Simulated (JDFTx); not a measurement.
TaN:

```
CELL_PARAMETERS angstrom
0.00000 2.21132 2.21132
2.21132 0.00000 2.21132
2.21132 2.21132 0.00000
ATOMIC_POSITIONS crystal
Ta 0.50000 0.50000 0.50000
N 0.00000 0.00000 0.00000
```

The cell comes from a database or a generator and needn't be the stable form of this composition.

| Item | Value |
| --- | --- |
| Program | JDFTx 1.7.0 (patched build) |
| Task | single point |
| Functional | PBE |
| Potentials or basis | PseudoDojo-SR-PBE-0.5-standard |
| Cutoff | 1143 eV |
| Density cutoff | 9143 eV |
| k mesh | 10 × 10 × 10 |
| Occupations | fermi-dirac, width 0.05 eV |
| Spin | no spin polarisation |

On this cell: pressure -1.7 GPa; largest force zero by symmetry; band gap on the k mesh none (metal or under the smearing width).

The same run follows on a disturbed copy (atoms moved at random, drawn with an rms of 0.05 Å):

```
Ta N
1.0
     0.00000    2.21132    2.21132
     2.21132    0.00000    2.21132
     2.21132    2.21132    0.00000
Ta N
1 1
Direct
  0.51353 0.48421 0.52898
  0.98710 0.98530 0.01570
```

Task: What changes?

Result: The energy (extrapolated to zero smearing) moves by +20.5 meV/atom; pressure 0.1 GPa; largest force 0.814 eV/Å; band gap on the k mesh none (metal or under the smearing width).

Forces in eV/Å, atoms in the order of the input:
```
Ta  -0.202 -0.661 -0.430
N    0.202  0.661  0.430
```

Stress tensor (GPa, compression positive):
```
-1.00 -0.17 -0.07
-0.17  1.52 -0.30
-0.07 -0.30 -0.10
```
